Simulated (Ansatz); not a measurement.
Space group Pm-3m (No. 221). a = 3.889 Å, b = 3.889 Å, c = 3.889 Å, α = 90.00°, β = 90.00°, γ = 90.00°
```csv
atom,site,symmetry,x,y,z
Al,3c,4/mm.m,0.0000,0.5000,0.5000
Cu,1a,m-3m,0.0000,0.0000,0.0000
```

Equation of state of this Al$_{3}$Cu structure (not necessarily the ground state), with shape and atoms relaxed at each volume where symmetry leaves them free. It has no gap at any of these volumes. Method: DFT r2SCAN, scalar-relativistic, plane waves, PAW in Ansatz 0.2.0.

Cutoff 500 eV; k points 12×12×12 on the computed 4-atom cell (Γ-centred); Gaussian smearing, width 0.10 eV; no spin polarisation.

| V (Å³/atom) | E − E(largest V) (meV/atom) | P (GPa) |
| --- | --- | --- |
| 12.941 | 46.04 | 17.64 |
| 13.382 | 5.13 | 12.14 |
| 13.824 | -21.71 | 7.44 |
| 14.265 | -36.55 | 3.42 |
| 14.706 | -41.12 | -0.01 |
| 15.147 | -36.95 | -2.95 |
| 15.588 | -25.29 | -5.45 |
| 16.177 | 0.00 | -8.21 |

Fit a third-order Birch–Murnaghan equation to E(V).

V0 = 14.70 Å³/atom, B0 = 106 GPa, B0' = 4.2.